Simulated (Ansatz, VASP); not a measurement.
## Ga in VASP and in Ansatz

```
Ga
1.0
    -1.38440    1.38440    2.31122
     1.38440   -1.38440    2.31122
     1.38440    1.38440   -2.31122
Ga
1
Direct
  0.00000 0.00000 0.00000
```

This isn't the form of Ga at room conditions, which is orthorhombic.

Alike in both runs: task single point; functional PBE; k mesh 9 × 9 × 9; occupations fermi-dirac, width 0.02 eV; no spin polarisation.

```csv
,VASP,Ansatz
version,VASP 6.6.1,Ansatz 0.2.0
potentials or method,"VASP PAW PBE potentials, release 64 (Ga_d), cutoff 520 eV","all-electron LAPW, scalar-relativistic"
```

Ansatz gave:

```
gap on the k mesh at the Fermi level (eV)       : none
pressure (GPa)                                  : 3.9
largest component of the traceless stress (GPa) : 1.44
```

Task: Estimate VASP's values.

Result: gap on the k mesh at the Fermi level (eV): none; pressure (GPa): 3.8; largest component of the traceless stress (GPa): 1.48.

A gap of «none» marks a metal or a gap that the smearing closes. Ansatz ran all-electron here, so the differences hold the error of VASP's frozen core and of both bases.

Caveats: the k mesh is thin for a metal, which can move the energy by tens of meV per atom (Ansatz).
